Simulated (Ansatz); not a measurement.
# ZnS: do energies and stresses tell the same story?

Level of theory: Ansatz 0.2.0, DFT r2SCAN, scalar-relativistic, plane waves, PAW.

Plane waves to 500 eV, a k mesh through Γ of 6×6×4 on the computed 4-atom cell and Gaussian smearing (0.02 eV); no spin polarisation.

Relaxed cell: P6_3mc, a = 3.807 Å, b = 3.807 Å, c = 6.246 Å, α = 90.00°, β = 90.00°, γ = 120.00°, 4 atoms in the primitive cell.

Energies at zero smearing and pressures from the stress tensor, at volumes with shape and atoms relaxed:
```
V (Å³/atom) E − E(first) (meV/atom) P (GPa)
     17.244                     0.00    13.15
     17.832                   -40.43     9.01
     18.420                   -66.87     5.50
     19.008                   -81.42     2.52
     19.596                   -85.88    -0.02
     20.183                   -81.70    -2.19
     20.771                   -70.20    -4.04
     21.555                   -45.27    -6.08
```

Task: Check P = −dE/dV between neighbouring volumes, and get the bulk modulus from the pressures alone.

Result: With 1 eV/Å³ = 160.2 GPa:
```tsv
middle V (Å³/atom)	−ΔE/ΔV (GPa)	mean P (GPa)
17.538	11.020	11.077
18.126	7.205	7.253
18.714	3.966	4.010
19.302	1.214	1.247
19.889	-1.138	-1.109
20.477	-3.136	-3.115
21.163	-5.095	-5.059
```

The two differ by 0.06 GPa at most. The mean of two end pressures misses the average over a step by about ΔV² P″/12, up to 0.06 GPa here; with that taken off 0.00 GPa remains. Around V = 19.596 Å³/atom, the two neighbours give B = −V ΔP/ΔV = 19.596 × 4.71 / 1.176 = 78.5 GPa, against B0 = 78.2 GPa from the Birch–Murnaghan fit of the energies.